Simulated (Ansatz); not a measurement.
Runs of Ansatz 0.2.0 on C. It takes space group Fd-3m (No. 227, cubic). The conventional cell has a = 3.567 Å, b = 3.567 Å, c = 3.567 Å, α = 90.00°, β = 90.00°, γ = 90.00°. Around C (site symmetry -43m) lie 4 C at 1.54 Å. This isn't the form of C at room conditions, which is graphite.

```csv
level,k mesh,cutoff (eV),gap on the mesh (eV),pressure (GPa)
PBE0,8 × 8 × 8,600,6.04,-8.3
PBE0,10 × 10 × 10,600,6.07,-8.3
HSE06,10 × 10 × 10,600,(a),-8.1
PBE,8 × 8 × 8,540,4.14,1.8
HSE06,8 × 8 × 8,600,(b),-8.1
```

Alike in all rows: task single point; potentials or basis all-electron PAW datasets made for the crystal; no spin polarisation; cell as given; smearing fermi-dirac 0.05 eV.

Q: Estimate the missing entries.

A: (a) 5.32; (b) 5.29.

A k mesh can miss the band edges.
